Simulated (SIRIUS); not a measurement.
# Bi under changes of volume

One of the cells (35.070 Å³/atom); the others are scaled copies at fixed shape and fractional positions:

```
Bi
1.0
     2.26750    1.30914    3.93800
    -2.26750    1.30914    3.93800
     0.00000   -2.61828    3.93800
Bi
2
Direct
  0.76600 0.76600 0.76600
  0.23400 0.23400 0.23400
```

| Item | Value |
| --- | --- |
| Program | SIRIUS 7.12.0 |
| Functional | WC |
| Potentials or basis | all-electron FP-LAPW |
| Cutoff | 157 eV |
| Basis | apw+lo standard |
| k mesh | 7 × 7 × 7 |
| Occupations | fermi-dirac, width 0.05 eV |
| Spin | no spin polarisation |

| volume (Å³/atom) | energy over the lowest point (meV/atom) | gap on the mesh (eV) |
| --- | --- | --- |
| 32.965 | ? | ? |
| 33.667 | 6.97 | 0.28 |
| 34.368 | 1.06 | 0.27 |
| 35.070 | 0.00 | 0.26 |
| 35.771 | 3.12 | 0.25 |
| 36.472 | 10.27 | 0.24 |
| 37.174 | 20.50 | 0.24 |

Q: What does the run at 32.965 Å³/atom give?

A: Energy over the lowest point 18.48 meV/atom; gap on the mesh 0.29 eV.

Worked out: A Birch-Murnaghan fit of order 3 (a polynomial in V^(-2/3)) to the other rows has its minimum at 34.88 Å³/atom with B0 = V·E''(V) = 50 GPa and B' = 5.3 at fixed shape and positions, which overstates the stiffness. It gives 18.46 meV/atom at 32.965 Å³/atom, against the run's 18.48. A straight line through the other rows of the gap, of slope -0.433 eV per unit of ln V, extrapolates to 0.29 eV, against the run's 0.29.

Energies are extrapolated to zero smearing.

Caveats: spin-orbit coupling is left out, which as a rule narrows the gap of such compounds by several tenths of an eV; an odd mesh through Γ misses points on the zone boundary, where band edges often lie.
